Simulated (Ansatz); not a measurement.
Crystal: SiC.

```
Si C
1.0
     3.07569    0.00000    0.00000
    -1.53785    2.66363    0.00000
     0.00000    0.00000   10.07065
Si C
4 4
Direct
  0.00000 0.00000 0.18789
  0.00000 0.00000 0.68789
  0.33333 0.66667 0.43784
  0.66667 0.33333 0.93784
  0.00000 0.00000 0.00046
  0.00000 0.00000 0.50046
  0.33333 0.66667 0.24980
  0.66667 0.33333 0.74980
```

The cell is a database's computed one.

Base run:

| Quantity | Value |
| --- | --- |
| Program | Ansatz 0.2.0 |
| Functional | PBE |
| Potentials or basis | Ansatz PAW |
| Cutoff | 250 eV |
| Density cutoff | 1000 eV |
| k mesh | 10 × 10 × 3 |
| Occupations | fermi-dirac, width 0.05 eV |
| Spin | no spin polarisation |

Its results: band gap on the k mesh 2.14 eV, indirect (least direct gap 3.27 eV); pressure 5.7 GPa; largest force 0.017 eV/Å.

The run is repeated on the same cell with these changes: cutoff from 250 eV to 420 eV (not typed: the program's choice for these potentials); k mesh from 10 × 10 × 3 to 14 × 14 × 4. What comes out?

Band gap on the k mesh 2.23 eV, indirect (least direct gap 3.35 eV); pressure 3.9 GPa; largest force 0.006 eV/Å.

Caveats: odd divisions of the mesh miss points on the zone boundary, where band edges often lie, so the gap on the mesh can be too wide (some runs); the pressure holds a Pulay correction of +16.3 GPa for the finite cutoff (some runs); the cutoff lies under the one recommended for these potentials (some runs).

A k mesh can miss the band edges.
